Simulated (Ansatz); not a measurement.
The calculation used DFT, r2SCAN, plane waves (500 eV) with PAW, scalar-relativistic in Ansatz 0.2.0. The PAW files were generated under PBE, with cores re-solved for the functional.

An element in the fcc structure gives this curve. The cell is scaled uniformly from the relaxed one, with fractional coordinates and shape fixed. Energies are extrapolated to zero smearing, pressures are those at the given smearing. Magnetic state: spin not included.

```tsv
V (Å³/atom)	E − E₀ (meV/atom)	P (GPa)
23.067	68.9	7.79
24.116	28.6	4.60
25.164	7.0	2.10
26.213	0.0	0.15
27.261	4.5	-1.37
28.310	17.8	-2.55
29.358	38.0	-3.46
```

(1) Which element is it?
A. indium
B. zirconium
C. hafnium
D. tellurium

Results:

(1) A. Its fit is V₀ = 26.29 Å³/atom, B₀ = 43 GPa, B₀′ = 5.2.
